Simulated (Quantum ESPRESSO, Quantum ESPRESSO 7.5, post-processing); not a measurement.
# AlN layers in GaN along [001], stepped through the number of AlN bilayers

Aim: how the results for AlN layers in GaN along [001] change with the number of AlN bilayers.

Method: plane-wave DFT, LDA, PseudoDojo norm-conserving pseudopotentials, in Quantum ESPRESSO 7.5.

Most raw output is cut from this account.

### Step 1. The starting structure

The cell holds 20 atoms: 9 Ga, 10 N and 1 Al. Its edges and angles: a = 3.159 Å, b = 3.159 Å, c = 22.204 Å, α = 90.0°, β = 90.0°, γ = 90.0°. The structure's axis is c.

Set-up: One periodic cell holds 2 cubic periods of GaN on each side, with one more bilayer where the count is odd; atoms stand on ideal sites, the AlN spacing set by elasticity on the lattice of GaN. pwcond gives T(E) at the zone centre across the current, about the valence top and the conduction bottom; energies count from the cell's highest filled level.

Members 3, 4, 5 and 6 took the same steps and show in the table alone.

### Step 2. Self-consistent run, 1

The self-consistent run of this member.

m0.scf.in

```
&control
  prefix = 'm0.scf'
  outdir = './out'
  pseudo_dir = './pseudo'
  calculation = 'scf'
  tprnfor = .true.
/
&system
  ibrav = 0
  nat = 20
  ntyp = 3
  ecutwfc = 61
  ecutrho = 244
  occupations = 'fixed'
  nbnd = 89
/
&electrons
  conv_thr = 1e-08
  mixing_beta = 0.4
  electron_maxstep = 120
/
ATOMIC_SPECIES
  Ga  69.7230  Ga.dojo-sr-lda-0.4.1-standard.upf
  N   14.0070  N.dojo-sr-lda-0.4.1-standard.upf
  Al  26.9815  Al.dojo-sr-lda-0.4.1-standard.upf
CELL_PARAMETERS angstrom
  3.15935309834149 0.00000000000000 0.00000000000000
  0.00000000000000 3.15935309834149 0.00000000000000
  0.00000000000000 0.00000000000000 22.20375054945055
ATOMIC_POSITIONS crystal
  Ga  0.000000000000 0.000000000000 0.000000000000
  N   0.500000000000 0.000000000000 0.050306816297
  Ga  0.500000000000 0.500000000000 0.100613632594
  N   0.000000000000 0.500000000000 0.150920448892
  Ga  0.000000000000 0.000000000000 0.201227265189
  N   0.500000000000 0.000000000000 0.251534081486
  Ga  0.500000000000 0.500000000000 0.301840897783
  N   0.000000000000 0.500000000000 0.352147714080
  Al  0.000000000000 0.000000000000 0.402454530378
  N   0.500000000000 0.000000000000 0.449693183703
  Ga  0.500000000000 0.500000000000 0.496931837028
  N   0.000000000000 0.500000000000 0.547238653325
  Ga  0.000000000000 0.000000000000 0.597545469622
  N   0.500000000000 0.000000000000 0.647852285920
  Ga  0.500000000000 0.500000000000 0.698159102217
  N   0.000000000000 0.500000000000 0.748465918514
  Ga  0.000000000000 0.000000000000 0.798772734811
  N   0.500000000000 0.000000000000 0.849079551108
  Ga  0.500000000000 0.500000000000 0.899386367406
  N   0.000000000000 0.500000000000 0.949693183703
K_POINTS automatic
  6 6 1 0 0 0
```

Launch:

```bash
> OMP_NUM_THREADS=1 mpirun -n 8 pw.x -nk 2 -in m0.scf.in > m0.scf.out
```

It took 2.1 min on 8 MPI ranks of Arm Neoverse N1, shared host; peak memory 0.97 GiB.

Read from the output:

* free energy: -21595.8846 eV
* valence top, on the run's zero: 10.33 eV
* conduction bottom, on the run's zero: 12.40 eV
* gap by band count: 2.074 eV

### Step 3. The open system, 1

pwcond matches the states layer by layer and gives T.

m0.cond.in

```
&inputcond
  outdir = './out'
  prefixt = 'm0.scf'
  tran_file = 'm0.cond.dat'
  bdl = 1.4142135624
  bds = 7.0279420688
  ikind = 1
  ewind = 4.0
  epsproj = 1e-05
  nz1 = 7
  energy0 = 2.8
  denergy = -0.05
/
1
  0.00000000 0.00000000 1.00000000
81
```

Launch:

```bash
> OMP_NUM_THREADS=1 mpirun -n 8 pwcond.x -in m0.cond.in > m0.cond.out
```

The job ended after 2.5 min (8 MPI ranks; peak memory 0.54 GiB; 20 min of CPU time).

Per spin; at the zone centre across the current. Table of open channels by energy, zero at the highest filled level of the cell:

```tsv
energy (eV)	open channels
-1.20	3
-1.10	3
-1.00	3
-0.90	3
-0.75	3
-0.65	3
-0.55	3
-0.45	3
-0.35	3
-0.25	3
-0.10	3
0.00	3
0.10	3
0.20	1
0.30	1
0.40	0
0.55	0
0.65	0
0.75	0
0.85	0
0.95	0
1.05	0
1.20	0
1.30	0
1.40	0
1.50	0
1.60	0
1.70	0
1.85	0
1.95	0
2.05	1
2.15	1
2.25	1
2.35	1
2.50	1
2.60	1
2.70	1
2.80	1
```

Per spin; at the zone centre across the current. Table of transmission by energy, zero at the highest filled level of the cell:

```tsv
energy (eV)	transmission
-1.20	1.99
-1.10	1.94
-1.00	1.90
-0.90	1.87
-0.75	1.81
-0.65	1.77
-0.55	1.71
-0.45	1.65
-0.35	1.57
-0.25	1.48
-0.10	1.28
0.00	1.06
0.10	0.770
0.20	0.598
0.30	0.401
0.40	0
0.55	0
0.65	0
0.75	0
0.85	0
0.95	0
1.05	0
1.20	0
1.30	0
1.40	0
1.50	0
1.60	0
1.70	0
1.85	0
1.95	0
2.05	0.490
2.15	0.707
2.25	0.781
2.35	0.820
2.50	0.855
2.60	0.871
2.70	0.883
2.80	0.894
```

### Step 4. Self-consistent run, 2

System of this step: 2 bilayers of AlN in GaN(001). The cell holds 20 atoms: 8 Ga, 10 N and 2 Al. Cell: a = 3.159 Å, b = 3.159 Å, c = 22.068 Å, α = 90.0°, β = 90.0°, γ = 90.0°. The structure's axis is c.

m1.scf.in

```
&control
  prefix = 'm1.scf'
  outdir = './out'
  pseudo_dir = './pseudo'
  calculation = 'scf'
  tprnfor = .true.
/
&system
  ibrav = 0
  nat = 20
  ntyp = 3
  ecutwfc = 61
  ecutrho = 244
  occupations = 'fixed'
  nbnd = 84
/
&electrons
  conv_thr = 1e-08
  mixing_beta = 0.4
  electron_maxstep = 120
/
ATOMIC_SPECIES
  Ga  69.7230  Ga.dojo-sr-lda-0.4.1-standard.upf
  N   14.0070  N.dojo-sr-lda-0.4.1-standard.upf
  Al  26.9815  Al.dojo-sr-lda-0.4.1-standard.upf
CELL_PARAMETERS angstrom
  3.15935309834149 0.00000000000000 0.00000000000000
  0.00000000000000 3.15935309834149 0.00000000000000
  0.00000000000000 0.00000000000000 22.06750109890110
ATOMIC_POSITIONS crystal
  Ga  0.000000000000 0.000000000000 0.000000000000
  N   0.500000000000 0.000000000000 0.050617421293
  Ga  0.500000000000 0.500000000000 0.101234842585
  N   0.000000000000 0.500000000000 0.151852263878
  Ga  0.000000000000 0.000000000000 0.202469685171
  N   0.500000000000 0.000000000000 0.253087106463
  Ga  0.500000000000 0.500000000000 0.303704527756
  N   0.000000000000 0.500000000000 0.354321949049
  Al  0.000000000000 0.000000000000 0.404939370342
  N   0.500000000000 0.000000000000 0.452469685171
  Al  0.500000000000 0.500000000000 0.500000000000
  N   0.000000000000 0.500000000000 0.547530314829
  Ga  0.000000000000 0.000000000000 0.595060629658
  N   0.500000000000 0.000000000000 0.645678050951
  Ga  0.500000000000 0.500000000000 0.696295472244
  N   0.000000000000 0.500000000000 0.746912893537
  Ga  0.000000000000 0.000000000000 0.797530314829
  N   0.500000000000 0.000000000000 0.848147736122
  Ga  0.500000000000 0.500000000000 0.898765157415
  N   0.000000000000 0.500000000000 0.949382578707
K_POINTS automatic
  6 6 1 0 0 0
```

Launch:

```bash
> OMP_NUM_THREADS=1 mpirun -n 8 pw.x -nk 2 -in m1.scf.in > m1.scf.out
```

The job ended after 2.1 min (8 MPI ranks; peak memory 0.94 GiB; 16 min of CPU time).

This step gave:

```
free energy                          : -19584.5151 eV
valence top, on the run's zero       : 10.02 eV
conduction bottom, on the run's zero : 12.20 eV
gap by band count                    : 2.172 eV
```

### Step 5. The open system, 2

m1.cond.in

```
&inputcond
  outdir = './out'
  prefixt = 'm1.scf'
  tran_file = 'm1.cond.dat'
  bdl = 1.4142135624
  bds = 6.9848163257
  ikind = 1
  ewind = 4.0
  epsproj = 1e-05
  nz1 = 7
  energy0 = 2.8
  denergy = -0.05
/
1
  0.00000000 0.00000000 1.00000000
81
```

Launch:

```bash
> OMP_NUM_THREADS=1 mpirun -n 8 pwcond.x -in m1.cond.in > m1.cond.out
```

Wall time 9.6 min (8 MPI ranks); peak memory 0.84 GiB.

Per spin; at the zone centre across the current. Open channels against energy, zero at the highest filled level of the cell:

```tsv
energy (eV)	open channels
-1.20	3
-1.05	3
-0.90	3
-0.80	3
-0.65	3
-0.50	3
-0.35	3
-0.25	3
-0.10	3
0.00	3
0.05	3
0.20	0
0.30	0
0.45	0
0.60	0
0.75	0
0.85	0
1.00	0
1.15	0
1.30	0
1.40	0
1.55	0
1.70	0
1.85	0
1.95	0
2.10	1
2.25	1
2.40	1
2.50	1
2.65	1
2.80	1
```

Per spin; at the zone centre across the current. Table of transmission by energy, zero at the highest filled level of the cell:

```tsv
energy (eV)	transmission
-1.200	1.16
-1.000	0.992
-0.800	0.860
-0.600	0.748
-0.400	0.642
-0.200	0.507
0.000	0.231
0.200	0
0.400	0
0.600	0
0.800	0
1.000	0
1.200	0
1.400	0
1.600	0
1.800	0
2.000	0
2.200	0.356
2.400	0.518
2.600	0.615
2.800	0.689
```

### Step 6. Ground state, 8

System of this step: 8 bilayers of AlN in GaN(001). The cell holds 32 atoms: 8 Ga, 16 N and 8 Al. Cell: a = 3.159 Å, b = 3.159 Å, c = 34.654 Å, α = 90.0°, β = 90.0°, γ = 90.0°. The structure's axis is c.

m6.scf.in

```
&control
  prefix = 'm6.scf'
  outdir = './out'
  pseudo_dir = './pseudo'
  calculation = 'scf'
  tprnfor = .true.
/
&system
  ibrav = 0
  nat = 32
  ntyp = 3
  ecutwfc = 61
  ecutrho = 244
  occupations = 'fixed'
  nbnd = 108
/
&electrons
  conv_thr = 1e-08
  mixing_beta = 0.4
  electron_maxstep = 120
/
ATOMIC_SPECIES
  Ga  69.7230  Ga.dojo-sr-lda-0.4.1-standard.upf
  N   14.0070  N.dojo-sr-lda-0.4.1-standard.upf
  Al  26.9815  Al.dojo-sr-lda-0.4.1-standard.upf
CELL_PARAMETERS angstrom
  3.15935309834149 0.00000000000000 0.00000000000000
  0.00000000000000 3.15935309834149 0.00000000000000
  0.00000000000000 0.00000000000000 34.65400439560440
ATOMIC_POSITIONS crystal
  Ga  0.000000000000 0.000000000000 0.000000000000
  N   0.500000000000 0.000000000000 0.032232927175
  Ga  0.500000000000 0.500000000000 0.064465854350
  N   0.000000000000 0.500000000000 0.096698781525
  Ga  0.000000000000 0.000000000000 0.128931708699
  N   0.500000000000 0.000000000000 0.161164635874
  Ga  0.500000000000 0.500000000000 0.193397563049
  N   0.000000000000 0.500000000000 0.225630490224
[... 20 atom lines left out ...]
  Ga  0.000000000000 0.000000000000 0.871068291301
  N   0.500000000000 0.000000000000 0.903301218475
  Ga  0.500000000000 0.500000000000 0.935534145650
  N   0.000000000000 0.500000000000 0.967767072825
K_POINTS automatic
  6 6 1 0 0 0
```

Launch:

```bash
> OMP_NUM_THREADS=1 mpirun -n 8 pw.x -nk 2 -in m6.scf.in > m6.scf.out
```

Run time: 5.3 min. Hardware: 8 MPI ranks; peak memory 1.6 GiB; 42 min of CPU time.

Read from the output:

| Item | Value |
| --- | --- |
| free energy | -21680.6777 eV |
| valence top, on the run's zero | 9.162 eV |
| conduction bottom, on the run's zero | 11.38 eV |
| gap by band count | 2.217 eV |

### Step 7. Transmission with pwcond.x, 8

m6.cond.in

```
&inputcond
  outdir = './out'
  prefixt = 'm6.scf'
  tran_file = 'm6.cond.dat'
  bdl = 1.4142135624
  bds = 10.9687025544
  ikind = 1
  ewind = 4.0
  epsproj = 1e-05
  nz1 = 7
  energy0 = 2.8
  denergy = -0.05
/
1
  0.00000000 0.00000000 1.00000000
81
```

Launch:

```bash
> OMP_NUM_THREADS=1 mpirun -n 8 pwcond.x -in m6.cond.in > m6.cond.out
```

Run time: 4.9 min. Hardware: 8 MPI ranks; peak memory 0.68 GiB.

Per spin; at the zone centre across the current. The open channels by energy, zero at the highest filled level of the cell:

energy (eV), open channels and a bar:
```
    -1.20       3.00 ##############################
    -1.05       3.00 ##############################
    -0.90       3.00 ##############################
    -0.80       3.00 ##############################
    -0.65       3.00 ##############################
    -0.50       3.00 ##############################
    -0.35       3.00 ##############################
    -0.25       3.00 ##############################
    -0.10       3.00 ##############################
     0.00       3.00 ##############################
     0.05       3.00 ##############################
     0.20       1.00 ##########
     0.30       1.00 ##########
     0.45       0.00 
     0.60       0.00 
     0.75       0.00 
     0.85       0.00 
     1.00       0.00 
     1.15       0.00 
     1.30       0.00 
     1.40       0.00 
     1.55       0.00 
     1.70       0.00 
     1.85       0.00 
     1.95       0.00 
     2.10       1.00 ##########
     2.25       1.00 ##########
     2.40       1.00 ##########
     2.50       1.00 ##########
     2.65       1.00 ##########
     2.80       1.00 ##########
```

Per spin; at the zone centre across the current. Transmission against energy, zero at the highest filled level of the cell:

```tsv
energy (eV)	transmission
-1.20	2.80
-1.05	0.210
-0.90	0.0567
-0.80	0.0288
-0.65	0.0126
-0.50	0.00647
-0.35	0.00369
-0.25	0.00265
-0.10	0.00167
0.00	0.00123
0.05	0.00105
0.20	5.8e-4
0.30	3.0e-4
0.45	0
0.60	0
0.75	0
0.85	0
1.00	0
1.15	0
1.30	0
1.40	0
1.55	0
1.70	0
1.85	0
1.95	0
2.10	5.6e-4
2.25	4.6e-5
2.40	0.00241
2.50	0.00417
2.65	0.00800
2.80	0.0253
```

### Step 8. Ground state, 10

System of this step: 10 bilayers of AlN in GaN(001). The cell holds 36 atoms: 8 Ga, 18 N and 10 Al. Cell: a = 3.159 Å, b = 3.159 Å, c = 38.850 Å, α = 90.0°, β = 90.0°, γ = 90.0°. The structure's axis is c.

m7.scf.in

```
&control
  prefix = 'm7.scf'
  outdir = './out'
  pseudo_dir = './pseudo'
  calculation = 'scf'
  tprnfor = .true.
/
&system
  ibrav = 0
  nat = 36
  ntyp = 3
  ecutwfc = 61
  ecutrho = 244
  occupations = 'fixed'
  nbnd = 116
/
&electrons
  conv_thr = 1e-08
  mixing_beta = 0.4
  electron_maxstep = 120
/
ATOMIC_SPECIES
  Ga  69.7230  Ga.dojo-sr-lda-0.4.1-standard.upf
  N   14.0070  N.dojo-sr-lda-0.4.1-standard.upf
  Al  26.9815  Al.dojo-sr-lda-0.4.1-standard.upf
CELL_PARAMETERS angstrom
  3.15935309834149 0.00000000000000 0.00000000000000
  0.00000000000000 3.15935309834149 0.00000000000000
  0.00000000000000 0.00000000000000 38.84950549450550
ATOMIC_POSITIONS crystal
  Ga  0.000000000000 0.000000000000 0.000000000000
  N   0.500000000000 0.000000000000 0.028751974724
  Ga  0.500000000000 0.500000000000 0.057503949447
  N   0.000000000000 0.500000000000 0.086255924171
  Ga  0.000000000000 0.000000000000 0.115007898894
  N   0.500000000000 0.000000000000 0.143759873618
  Ga  0.500000000000 0.500000000000 0.172511848341
  N   0.000000000000 0.500000000000 0.201263823065
[... 24 atom lines left out ...]
  Ga  0.000000000000 0.000000000000 0.884992101106
  N   0.500000000000 0.000000000000 0.913744075829
  Ga  0.500000000000 0.500000000000 0.942496050553
  N   0.000000000000 0.500000000000 0.971248025276
K_POINTS automatic
  6 6 1 0 0 0
```

Launch:

```bash
> OMP_NUM_THREADS=1 mpirun -n 8 pw.x -nk 2 -in m7.scf.in > m7.scf.out
```

Elapsed: 6.3 min, on 8 MPI ranks; peak memory 1.8 GiB.

Read from the output:

| Quantity | Value |
| --- | --- |
| free energy | -22379.3945 eV |
| valence top, on the run's zero | 8.999 eV |
| conduction bottom, on the run's zero | 11.17 eV |
| gap by band count | 2.168 eV |

### Step 9. Transmission with pwcond.x, 10

m7.cond.in

```
&inputcond
  outdir = './out'
  prefixt = 'm7.scf'
  tran_file = 'm7.cond.dat'
  bdl = 1.4142135624
  bds = 12.2966646274
  ikind = 1
  ewind = 4.0
  epsproj = 1e-05
  nz1 = 7
  energy0 = 2.8
  denergy = -0.05
/
1
  0.00000000 0.00000000 1.00000000
81
```

Launch:

```bash
> OMP_NUM_THREADS=1 mpirun -n 8 pwcond.x -in m7.cond.in > m7.cond.out
```

Run time: 5.7 min. Hardware: 8 MPI ranks; peak memory 0.72 GiB.

Per spin; at the zone centre across the current. Open channels against energy, zero at the highest filled level of the cell:

energy (eV), open channels and a bar:
```
   -1.200       3.00 ##############################
   -1.000       3.00 ##############################
   -0.800       3.00 ##############################
   -0.600       3.00 ##############################
   -0.400       3.00 ##############################
   -0.200       3.00 ##############################
    0.000       3.00 ##############################
    0.200       1.00 ##########
    0.400       0.00 
    0.600       0.00 
    0.800       0.00 
    1.000       0.00 
    1.200       0.00 
    1.400       0.00 
    1.600       0.00 
    1.800       0.00 
    2.000       0.00 
    2.200       1.00 ##########
    2.400       1.00 ##########
    2.600       1.00 ##########
    2.800       1.00 ##########
```

Per spin; at the zone centre across the current. The transmission by energy, zero at the highest filled level of the cell:

```tsv
energy (eV)	transmission
-1.20	1.22
-1.15	2.69
-1.10	0.831
-1.00	0.149
-0.90	0.0374
-0.75	0.00847
-0.65	0.00395
-0.55	0.00207
-0.45	0.00118
-0.35	7.2e-4
-0.25	4.6e-4
-0.10	2.5e-4
0.00	1.7e-4
0.10	1.1e-4
0.20	7.1e-5
0.30	3.4e-5
0.40	0
0.55	0
0.65	0
0.75	0
0.85	0
0.95	0
1.05	0
1.20	0
1.30	0
1.40	0
1.50	0
1.60	0
1.70	0
1.85	0
1.95	0
2.05	2.7e-5
2.15	6.0e-4
2.25	4.2e-5
2.35	1.8e-4
2.50	7.8e-5
2.60	0.00334
2.70	0.00382
2.80	0.00659
```

### Step 10. The series side by side

The series in one table:

```tsv
the number of AlN bilayers	transmission 0.3 eV below the lead's gap	transmission 0.3 eV above the lead's gap	range without lead channels (eV)	gap of the cell on the mesh (eV)
1	0.7703	0.7806	1.55	2.074
2	-	-	-	2.172
3	0.1385	0.1843	1.6	2.176
4	0.05166	0.08801	1.6	2.237
5	0.01938	0.02008	1.6	2.209
6	0.006652	0.02427	1.6	2.256
8	0.0008812	0.0009244	1.6	2.217
10	0.0001142	0.0001133	1.6	2.168
```

### Step 11. Worked from the printed numbers

For the transmission 0.3 eV below the lead's gap: ln(0.0517/0.000114)/(10 − 4) = 1.02 a bilayer.

For the transmission 0.3 eV above the lead's gap: ln(0.088/0.000113)/(10 − 4) = 1.11 a bilayer.

### Step 12. Summary of results

- transmission 0.3 eV below the lead's gap, at 1 and at 10: 0.77, 0.000114
- transmission 0.3 eV above the lead's gap, at 1 and at 10: 0.781, 0.000113
- gap of the cell on the mesh, at 1 and at 10: 2.07, 2.17 eV

The series holds 8 members (LDA, PseudoDojo norm-conserving). From 1 to 10 the transmission 0.3 eV below the lead's gap falls from 0.77 to 0.000114. Over the thicker barriers its logarithm falls by 1.02 a bilayer, with scatter up to a factor of 1.0. From 1 to 10 the transmission 0.3 eV above the lead's gap falls from 0.781 to 0.000113. Over the thicker barriers its logarithm falls by 1.12 a bilayer, with scatter up to a factor of 2.3; band edges that shift from cell to cell, or resonances near by, can do that. From 1 to 10 the gap of the cell on the mesh goes from 2.07 to 2.17 eV by way of 2.26 at 6. Dashes stand where the lead's gap came out unlike that of the other members, or where the energy lay outside the window. Unrelaxed, abrupt interfaces; short leads; one point across; gaps and offsets of this level; no spin-orbit coupling.

[Logs are printed without paths, hosts, clocks, repeated set-up lines and the standing remarks that a program may print on its own settings, such as how far it seeks lower states.]

[Hosts, paths, dates, database ids (printed as entryN), source tags and the programs' standing remarks are cut or masked in the printed files.]

[Maps of the electrostatic potential energy from Ansatz leave out the sawtooth potential of an applied field or a dipole correction, so their vacuum need not be flat; planar profiles and work functions include it.]
